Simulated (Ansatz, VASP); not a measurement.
# Ga: VASP beside Ansatz

Contents of INCAR:

```
PREC     = Accurate       # precision mode
ENCUT    = 520            # plane-wave cutoff, eV
EDIFF    = 1E-7           # SCF threshold, eV
ISMEAR   = -1             # smearing method
SIGMA    = 0.03           # smearing width, eV
LREAL    = F              # projectors in reciprocal space
LASPH    = T              # aspherical terms in the spheres
NELM     = 100            # most SCF steps
ALGO     = Normal         # electronic algorithm
ISIF     = 2              # what is computed and relaxed
LWAVE    = F              # write WAVECAR
LCHARG   = F              # write CHGCAR
GGA      = PS             # functional
NBANDS   = 12             # bands
```

The input KPOINTS:

```
Automatic mesh
0
Gamma
  16 16 16
```

The input POSCAR:

```
Ga
1.0
   -1.3858350000      1.4081250000      2.2290000000
    1.4081250000     -1.3858350000      2.2290000000
    1.3998750000      1.3998750000     -2.2149600000
Ga
1
Direct
    0.0000000000      0.0000000000      0.0000000000
```

Input for Ansatz:

```yaml
crystal:
  lattice:
    - [-1.385835, 1.408125, 2.229]
    - [1.408125, -1.385835, 2.229]
    - [1.399875, 1.399875, -2.21496]
  atoms:
    - { symbol: Ga, position: [0.0, 0.0, 0.0] }
kpoints:
  mp_grid: { grid: [16, 16, 16] }
  band_path:
    path:
      - [0.0, 0.0, 0.0]
      - [0.5, 0.5, -0.5]
      - [0.7986620821, 0.2013379179, -0.5]
      - [0.2013379179, -0.2013379179, -0.5]
      - [0.0, 0.0, -0.5]
      - [0.0, 0.0, 0.0]
      - [0.5, -0.5, 0.0]
      - [0.5, 0.0, -0.5]
      - [0.0, 0.0, 0.0]
    npoints: 5
scf:
  occupations: { method: fermi_dirac, width: 0.03 }
hamiltonian:
  xc: pbesol
  pseudopotentials: { kind: all_electron, lapw: { basis_error: 0.001 } }
output:
  forces: true
  stress: true
  eigenvalues: true
```

Change from the starting cell: equal xy, yz and zx shear strains of +1 %.

Alike in both runs: task single point; functional PBEsol; k mesh 16 × 16 × 16; occupations fermi-dirac, width 0.03 eV; no spin polarisation.

```csv
,VASP,Ansatz
version,VASP 6.6.1,Ansatz 0.2.0
potentials or method,"VASP PAW PBE potentials, release 64 (Ga_d)","all-electron LAPW, scalar-relativistic"
plane-wave cutoff (eV),520,see its input
```

|  | VASP | Ansatz | Ansatz less VASP |
| --- | --- | --- | --- |
| pressure (GPa) | 0.7 | 0.6 | -0.03 |
| largest component of the traceless stress (GPa) | 0.47 | 0.46 | -0.005 |

Ansatz ran all-electron here, so the differences hold the error of VASP's frozen core and of both bases.

Caveats: the PAW data sets were made with another functional, which shifts forces and pressure a little (VASP).
